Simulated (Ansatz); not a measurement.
# Electron–phonon scattering in Ag-Os-Ag stack of (111) layers, part 2 of 2

The plan: relax Ag-Os-Ag stack of (111) layers, check its phonons, and, if the lattice is stable, compute its Eliashberg function and ρ(T).

Ansatz 0.2.0; DFT PBE, scalar-relativistic, plane waves, PAW; PAW set soft_1.

So far, log mean phonon energy ħω_log (meV): step 8 (electron–phonon run: q 3×3×1, k 9×9×1, scattering 18×18×1) 4.78. Also resistivity at 300 K (μΩ cm): step 8 162.

## 9. Electron–phonon run: scattering mesh 24×24×1

The next rung changes the scattering mesh, which samples the Fermi surface.

The input, input.yaml:

```yaml
crystal:
  lattice:
    - [2.7426400609, 0.0, 0.0]
    - [-1.3713200305, 2.3751959662, 0.0]
    - [0.0, 0.0, 32.6490652006]
  atoms:
    - { symbol: Ag, position: [0.0, 0.0, 0.1609410931] }
    - { symbol: Os, position: [0.3333333333, 0.6666666667, 0.2362170234] }
    - { symbol: Ag, position: [0.6666666667, 0.3333333333, 0.3114929537] }
  periodic: [true, true, false]
kpoints:
  mp_grid: { grid: [9, 9, 1] }
hamiltonian:
  xc: pbe
  pseudopotentials: { kind: paw, azcp: { folder: soft_1 } }
scf:
  occupations: { method: methfessel_paxton, width: 0.2 }
output:
  eigenvalues: true
phonons:
  method: dfpt
  qmesh: [3, 3, 1]
  temperatures: { t_max: 1000, t_step: 50 }
  qpath:
    path:
      - [0.0, 0.0, 0.0]
      - [0.5, 0.0, 0.0]
      - [0.33333333, 0.33333333, 0.0]
      - [0.0, 0.0, 0.0]
    npoints: 10
  electrical_resistivity:
    mesh: [24, 24, 1]
    temperatures: [20.0, 50.0, 77.0, 100.0, 150.0, 200.0, 300.0, 400.0, 600.0, 800.0]
  superconductivity: { mesh: [24, 24, 1] }
```

The run is started by

```bash
ansatz run input.yaml --threads 4 --pin off --max-ram 12288MiB --backend cpu --events-out ev --progress --plain --runs-dir out
```

Wall time 4.2 min (4 threads of Arm Neoverse V1, shared host); peak memory 2.3 GiB; 16 min of CPU time.

This step gave:

```
sheet resistance 300K                : 477.5 Ω/square, mean in the plane
resistivity at 300 K                 : 155.9 μΩ cm, mean of the axes, of the whole cell with its vacuum
coupling constant λ                  : 2.346
density of states at the Fermi level : 1.455 states/eV a spin and cell
log mean phonon energy ħω_log        : 4.815 meV
transport coupling constant λ_tr     : 2.53, 2.53, 0 (xx, yy, zz)
Drude plasma energy                  : 3.527, 3.527, 0 eV (xx, yy, zz), of the whole cell with its vacuum
second-moment phonon energy ħω₂      : 6.162 meV
```

Solved on the 3×3×1 mesh alone; all other wavevectors are interpolated. The phonon branches at the labelled points (cm⁻¹):

```tsv
point	branch 1	branch 2	branch 3	branch 4	branch 5	branch 6	branch 7	branch 8	branch 9
Γ	0	0	0	43	43	61	61	98	129
halfway	40	60	67	91	94	104	122	158	162
M	36	45	65	75	120	121	143	219	220
halfway	32	33	54	84	128	146	146	210	211
K	27	30	30	102	102	185	185	187	187
halfway	40	61	68	100	108	110	125	169	172
Γ	0	0	0	43	43	61	61	98	129
```

The Eliashberg function α²F has structure finer than the step of the table below, so its rows give means over 1 meV, whole bins alone (the curve runs from 0.107 to 27.2 meV). Peaks (meV: height): α²F 3.1: 1.91, 3.7: 1.26, 4.6: 1.57, 8.0: 1.10, 15.4: 0.305; α²F tr 3.1: 1.30, 4.6: 1.68, 7.8: 1.10, 11.2: 0.269, 15.4: 0.779, 17.2: 0.671.

Eliashberg function α²F against phonon energy; means over each step:

```tsv
phonon energy (meV)	α²F	α²F tr
1	2.6e-4	9.3e-5
2	0.00156	6.1e-4
3	0.913	0.689
4	1.14	1.10
5	1.23	1.48
6	0.632	0.797
7	0.422	0.588
8	0.662	0.742
9	0.0268	0.0262
10	0.120	0.123
11	0.167	0.214
12	0.125	0.117
13	0.113	0.116
14	0.0785	0.0970
15	0.191	0.445
16	0.180	0.445
17	0.177	0.522
18	0.0412	0.103
19	0.00903	0.0140
20	0.00889	0.0105
21	0.00957	0.00960
22	0.00917	0.00809
23	0.00801	0.00905
24	0.0144	0.0150
25	0.0202	0.0220
26	0.0132	0.0152
```

Of the whole cell with its vacuum, so only the sheet resistance is a property of the layer; the means are those of the plane. Resistivity, by row:

```tsv
T (K)	ρ_xx (μΩ cm)	ρ_yy	ρ_zz	ρ by Ziman's lowest order, mean	ρ by relaxation times, mean	within 2 % of the coarser mesh
20	4.147	4.147	-	7.948	4.692	no
50	21.66	21.66	-	34.37	24.06	no
77	37.55	37.55	-	58.07	41.47	no
100	50.64	50.64	-	77.8	55.76	no
150	78.03	78.03	-	119.8	85.69	no
200	104.5	104.5	-	161.2	114.6	no
300	155.9	155.9	-	243.5	170.7	no
400	206.6	206.6	-	326.3	226	no
600	308.7	308.7	-	494.2	337	no
800	414.1	414.1	-	664.5	451	no
```

The cell's resistivity over its height. The sheet resistance, along x by temperature:

```tsv
temperature (K)	sheet resistance, along x (Ω/square)
20	12.7
50	66.3
77	115
100	155
150	239
200	320
300	478
400	633
600	946
800	1268
```

Some points of the scattering mesh along the symmetry lines, up to three branches each (those of largest λ), at most 39 rows; the frequencies are those of the scattering step, which can differ from the solved and plainly interpolated ones; single rows converge slowly. Mode couplings:

```tsv
q1	q2	q3	branch	ħω (meV)	λ_q	half width (meV)
0.2083	0	0	1	4.37	0.184	0.0161
0.2083	0	0	3	8.45	0.0703	0.0229
0.2083	0	0	6	13.26	0.0594	0.0477
0.4167	0	0	1	4.81	0.706	0.0746
0.4167	0	0	2	6.22	0.762	0.135
0.4167	0	0	3	7.89	0.366	0.104
0.4167	0.1667	0	1	3.95	1.1	0.0785
0.4167	0.1667	0	2	4.04	2.31	0.172
0.4167	0.1667	0	3	6.69	0.57	0.117
0.2083	0.2083	0	1	4.68	0.191	0.0191
0.2083	0.2083	0	2	6.61	0.204	0.0406
0.2083	0.2083	0	3	8.1	0.153	0.0459
```

The Eliashberg function α²F has structure finer than the step of the table below, so its rows give means over 0.5 meV, whole bins alone (the curve runs from 0.107 to 27.2 meV). Peaks (meV: height): α²F 3.09: 1.91, 3.73: 1.26, 4.58: 1.57, 7.99: 1.10, 15.45: 0.305; Ag 3.09: 0.549, 4.58: 0.752, 7.99: 0.384, 12.25: 0.146; Os 3.09: 1.36, 3.73: 0.777, 4.58: 0.816, 7.99: 0.712, 15.45: 0.202.

The Eliashberg function α²F by phonon energy; means over each step:

```tsv
phonon energy (meV)	α²F	Ag	Os
0.5	2.3e-5	2.2e-5	2.2e-5
1.0	2.3e-4	1.4e-4	1.4e-4
1.5	7.0e-4	3.8e-4	3.7e-4
2.0	0.00155	8.0e-4	7.5e-4
2.5	0.0879	0.0286	0.0593
3.0	1.22	0.360	0.865
3.5	1.01	0.332	0.676
4.0	1.11	0.457	0.652
4.5	1.41	0.657	0.752
5.0	1.25	0.526	0.723
5.5	0.888	0.268	0.620
6.0	0.608	0.180	0.428
6.5	0.441	0.136	0.305
7.0	0.392	0.118	0.273
7.5	0.610	0.180	0.431
8.0	0.835	0.286	0.549
8.5	0.158	0.0496	0.109
9.0	0.00687	0.00494	0.00190
9.5	0.0603	0.0517	0.00861
10.0	0.125	0.0994	0.0261
10.5	0.147	0.106	0.0414
11.0	0.178	0.116	0.0620
11.5	0.142	0.0863	0.0560
12.0	0.132	0.0853	0.0463
12.5	0.0875	0.0627	0.0248
13.0	0.135	0.0782	0.0572
13.5	0.0917	0.0480	0.0437
14.0	0.0758	0.0328	0.0430
14.5	0.103	0.0412	0.0615
15.0	0.186	0.0667	0.119
15.5	0.262	0.0884	0.174
16.0	0.172	0.0605	0.111
16.5	0.141	0.0464	0.0950
17.0	0.188	0.0564	0.132
17.5	0.150	0.0368	0.113
18.0	0.0191	0.0123	0.00680
18.5	0.0101	0.00949	5.8e-4
19.0	0.00896	0.00852	4.4e-4
19.5	0.00845	0.00808	3.3e-4
20.0	0.00883	0.00857	2.9e-4
20.5	0.00958	0.00934	2.1e-4
21.0	0.00959	0.00939	2.0e-4
21.5	0.00938	0.00923	1.9e-4
22.0	0.00919	0.00908	1.1e-4
22.5	0.00861	0.00851	1.0e-4
23.0	0.00753	0.00743	1.0e-4
23.5	0.00959	0.00949	1.0e-4
24.0	0.0141	0.0140	1.1e-4
24.5	0.0213	0.0211	1.9e-4
25.0	0.0210	0.0209	1.8e-4
25.5	0.0142	0.0141	1.0e-4
26.0	0.0127	0.0126	1.0e-4
26.5	0.0149	0.0148	1.7e-4
```

λ by element:

```tsv
share in the modes' patterns	λ
Ag	0.8754
Os	1.47
```

λ by pair of elements:

```tsv
motions of the sites of	λ
Ag-Ag	0.1128
Ag-Os	-0.05568
Os-Os	2.288
```

Largest shares of lambda; single rows converge slowly. Strongest modes:

```tsv
q1	q2	q3	star	branch	ħω (meV)	λ_q	half width (meV)
0.2917	0.3333	0	12	1	3.018	8.687	0.3615
0.25	0.3333	0	12	1	2.96	5.783	0.2315
0.2917	0.3333	0	12	2	3.775	4.55	0.2963
0.2917	0.2917	0	6	1	2.773	5.987	0.2104
0.25	0.2917	0	12	1	3.099	2.968	0.1302
0.3333	0.3333	0	2	1	3.39	17.62	0.925
0.2917	0.3333	0	12	3	4.443	2.933	0.2646
0.25	0.3333	0	12	2	4.195	2.473	0.1989
```

300 K. The cumulative share of the conductivity, along x by mean free path:

```tsv
mean free path (nm)	cumulative share of the conductivity, along x
0.282	0.00443
0.316	0.00892
0.398	0.0207
0.447	0.0245
0.562	0.0455
0.631	0.0528
0.708	0.0686
0.891	0.124
1	0.181
1.12	0.290
1.41	0.479
1.58	0.534
2.00	0.567
2.24	0.578
2.51	0.583
3.16	0.587
3.55	0.594
3.98	0.632
5.01	0.684
5.62	0.782
7.08	0.959
7.94	0.996
```

Resistivity by mesh:

```tsv
mesh	T (K)	mean rho (μΩ cm)
24x24x1	20	4.147
24x24x1	300	155.9
24x24x1	800	414.1
12x12x1	20	3.478
12x12x1	300	147.2
12x12x1	800	396.9
6x6x1	20	3.024
6x6x1	300	134.4
6x6x1	800	414.3
```

Rigid bands, phonons held. Density of states per spin and coupling constant against shift of the Fermi level:

```tsv
shift of the Fermi level (eV)	N (states/eV a spin)	λ
-0.080	1.59	2.62
-0.075	1.58	2.61
-0.070	1.56	2.60
-0.065	1.55	2.58
-0.060	1.53	2.56
-0.055	1.51	2.54
-0.050	1.51	2.56
-0.045	1.52	2.60
-0.040	1.51	2.54
-0.035	1.49	2.49
-0.030	1.48	2.46
-0.025	1.49	2.43
-0.020	1.51	2.40
-0.015	1.51	2.38
-0.010	1.50	2.37
-0.005	1.46	2.35
0.000	1.46	2.35
0.005	1.82	2.45
0.010	1.48	2.35
0.015	1.41	2.21
0.020	1.35	2.19
0.025	1.30	2.17
0.030	1.25	2.18
0.035	1.19	2.14
0.040	1.85	2.26
0.045	1.11	2.09
0.050	1.08	2.05
0.055	1.06	2.01
0.060	1.04	1.96
0.065	1.04	1.97
0.070	1.05	1.99
0.075	1.06	2.01
0.080	1.08	2.07
```

Share of the Fermi-level states against lambda of a state:

```tsv
lambda of a state	share of the Fermi-level states
0.39	0.0605
0.55	0.0209
0.72	0
0.88	0.0101
1.05	5.0e-4
1.21	0.0161
1.37	0.223
1.54	0.0059
1.70	6.0e-4
1.87	0.0057
2.03	0.0012
2.19	0.0087
2.36	0.134
2.52	0.001
2.68	0.0464
2.85	0.201
3.01	0.029
3.18	0.0443
3.34	0
3.50	0.0919
3.67	0.0981
3.83	1.0e-4
4.00	0
4.16	8.0e-4
```

Harmonic. Thermo, by row:

```tsv
T (K)	F_vib (meV/atom)	S (J/mol-atom/K)	C_V (J/mol-atom/K)
0	19.72	0	0
50	17.91	9.369	13.11
100	9.89	21.05	20.11
150	-3.38	29.73	22.5
200	-20.57	36.36	23.49
250	-40.84	41.66	23.99
300	-63.6	46.06	24.27
350	-88.46	49.82	24.44
400	-115.2	53.09	24.55
450	-143.4	55.99	24.63
500	-173.1	58.58	24.69
550	-204.1	60.94	24.73
600	-236.2	63.09	24.76
650	-269.5	65.08	24.79
700	-303.7	66.91	24.81
750	-338.8	68.62	24.82
800	-374.8	70.23	24.84
850	-411.6	71.73	24.85
900	-449.1	73.15	24.86
950	-487.4	74.5	24.86
1000	-526.3	75.77	24.87
```

The modes has structure finer than the step of the table below, so its rows give means over 5 cm⁻¹, whole bins alone (the curve runs from -10 to 236 cm⁻¹). Peaks (cm⁻¹: height): Ag 39.5: 0.0493, 64.3: 0.0520, 89.0: 0.046, 96.8: 0.0468, 106.0: 0.0512, 120.0: 0.0549, 200.4: 0.0556; Os 39.5: 0.0543, 64.3: 0.0665, 90.6: 0.0184, 129.2: 0.0335.

Phonopy on the run's constants, 21x21x1 mesh, Gaussian sigma 2.0 cm⁻¹. The modes by wavenumber; means over each step; values in 1/cm⁻¹/cell:

```tsv
wavenumber (cm⁻¹)	Ag	Os
-5	9.0e-5	7.9e-5
0	5.8e-4	5.1e-4
5	9.3e-4	8.2e-4
10	0.00108	9.5e-4
15	0.00294	0.00267
20	0.00362	0.00467
25	0.0108	0.0170
30	0.0193	0.0263
35	0.0348	0.0385
40	0.0450	0.0502
45	0.0230	0.0319
50	0.0182	0.0280
55	0.0233	0.0308
60	0.0286	0.0506
65	0.0465	0.0600
70	0.0187	0.0190
75	0.0211	0.00407
80	0.0277	0.00696
85	0.0383	0.0114
90	0.0420	0.0173
95	0.0409	0.0132
100	0.0373	0.0112
105	0.0437	0.0145
110	0.0336	0.0113
115	0.0379	0.0127
120	0.0515	0.0185
125	0.0417	0.0306
130	0.0393	0.0309
135	0.0293	0.0237
140	0.0309	0.0211
145	0.0217	0.00580
150	0.0211	7.1e-4
155	0.0220	3.9e-4
160	0.0184	5.2e-4
165	0.0196	2.9e-4
170	0.0150	2.7e-4
175	0.0216	3.3e-4
180	0.0125	2.0e-4
185	0.0200	2.9e-4
190	0.0204	2.3e-4
195	0.0362	3.4e-4
200	0.0518	4.2e-4
205	0.0437	3.4e-4
210	0.0370	2.9e-4
215	0.0325	2.5e-4
220	0.0135	1.3e-4
225	5.7e-4	7.1e-6
230	8.0e-7	0
```

The self-energy step met imaginary modes, so this run fell back to plain Fourier phonons and is not comparable with runs that kept it. Some states were left unconverged by the eigensolver. By its own test the run is not converged in the mesh. λ = 2.35 and 478 Ω per square at 300 K, against 2.12 and 497 in the run with q 3×3×1, k 9×9×1, scattering 18×18×1 (+10.9 % and -3.9 %). The run's own test puts 6 % between its two finest meshes on the component of the resistivity at 300 K that moves most, more than that change. By the run's own test λ moves by 11 % between its two finest scattering meshes. A coarser mesh gave an imaginary mode at a wavevector that this mesh lacks.

## 10. Resistivity: q 3×3×1, k 12×12×1, scattering 18×18×1

The next rung changes the k mesh of the density and its response; the scattering mesh, which samples the Fermi surface.

input.yaml, as its differences from that of step 9:

```diff
@@ -11,3 +11,3 @@
 kpoints:
-  mp_grid: { grid: [9, 9, 1] }
+  mp_grid: { grid: [12, 12, 1] }
 hamiltonian:
@@ -31,4 +31,4 @@
   electrical_resistivity:
-    mesh: [24, 24, 1]
+    mesh: [18, 18, 1]
     temperatures: [20.0, 50.0, 77.0, 100.0, 150.0, 200.0, 300.0, 400.0, 600.0, 800.0]
-  superconductivity: { mesh: [24, 24, 1] }
+  superconductivity: { mesh: [18, 18, 1] }
```

Elapsed: 4.8 min, on 4 threads; peak memory 1.6 GiB.

The run ended with an error.

The program's message: “electrical resistivity: the mode of lowest frequency at the wavevector [0.3333, 0.3333, 0.0000] is imaginary, -58.42 cm⁻¹ (written negative): the force constants describe an unstable lattice; relax th …”

The run stops because a mode is imaginary on the scattering mesh, where no scattering rate is defined; denser k meshes, other smearings and, between solved wavevectors, finer q meshes show whether the instability is real.

## 11. Summary of results

| Quantity | Value |
| --- | --- |
| run | PBE, q 3×3×1, k 9×9×1, scattering 24×24×1 (scattering mesh 24×24×1) |
| coupling constant λ | 2.35 |
| log mean phonon energy ħω_log | 4.82 meV |
| states at the Fermi level | 1.46 states/eV/spin/cell |
| sheet resistance at 300 K | 478 Ω per square |
| change between its two finest scattering meshes | λ 11 %, resistivity at 300 K 6 % |
| time of that run | 4.2 min |

**Reading.** On the last rung that gave a resistivity at the base settings (q 3×3×1, k 9×9×1, scattering 24×24×1), Ag-Os-Ag stack of (111) layers has λ = 2.3 and a phonon-limited sheet resistance of 478 Ω per square at 300 K. Twice the integral of α²F/ω over this curve gives λ = 2.3, half of it from below 4.58 meV. The coupling is very strong (λ = 2.3), so phonons raise the electrons' mass at the Fermi surface by about 235 %. The coarsest meshes gave an imaginary mode at a wavevector that the finer q mesh does not hold, so the instability is unseen there and not shown to be gone. A run on finer meshes found an imaginary mode, so the lattice is likely unstable and these couplings and resistivities describe no stable crystal. By the run's own test λ moves by 11 % between the two scattering meshes. Values of ρ(T) under 50 K rest on the softest modes, mostly interpolated ones, and are the least sure of the table. The high-temperature form ρ = 2π k_B T λ_tr/(ħ ε₀ ω_p²) gives 246 μΩ cm along x at 300 K, against 156 from the Boltzmann equation. Ziman's lowest order at 300 K, 244, lies between: the step down to it comes mostly from the finite phonon energies, and the full solution lies lower still, since it lets the current shift to the states that scatter least. By their share in the modes' patterns, Os atoms take 63 % of λ. The three lowest branches give 92 % of λ. By the run's own test, which takes the component that moves most, the resistivity at 300 K moves by 6 % between its two finest scattering meshes, so it is not converged. Only scattering by harmonic phonons counts; impurities, grain boundaries and thermal expansion are left out. The resistivity belongs to the whole cell, vacuum included; the sheet resistance is the quantity that does not depend on the vacuum. Spin–orbit coupling, left out here, matters for Os. The c of the given cell is the typed one; the program laid its own vacuum and ran the layer in a cell 32.6 Å high. The structure was built by hand as an ordered model, and its stability against other phases was not tested.

[Logs are printed without paths, hosts, clocks, repeated set-up lines and the standing remarks that a program may print on its own settings, such as how far it seeks lower states.]

[Hosts, paths, dates, database ids (printed as entryN), source tags and the programs' standing remarks are cut or masked in the printed files.]
